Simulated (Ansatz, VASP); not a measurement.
SiC: VASP beside Ansatz

```
CELL_PARAMETERS angstrom
0.00000 1.86525 1.86525
1.86525 0.00000 1.86525
1.86525 1.86525 0.00000
ATOMIC_POSITIONS crystal
Si 0.00000 0.00000 0.00000
C 0.25000 0.25000 0.25000
```

Change from the starting cell: volume scaled by 0.64, PAW files.

Alike in both runs: task single point; functional LDA; k mesh 17 × 17 × 17; occupations fermi-dirac, width 0.05 eV; no spin polarisation.

```csv
,VASP,Ansatz
version,VASP 6.6.1,Ansatz 0.2.0
potentials or method,"VASP PAW LDA potentials, release 64 (Si, C)","PAW with Ansatz's default frozen-core files, scalar-relativistic"
plane-wave cutoff (eV),520,420
valence electrons in the cell,8,8
```

```csv
,VASP,Ansatz,Ansatz less VASP
pressure (GPa),235.3,234.3,-0.92
```

Caveats: the cell as given lies far from equilibrium; so large a pressure means that the cell lies far from this level's equilibrium, or that cutoff or potentials fall short (VASP). A k mesh can miss the band edges.
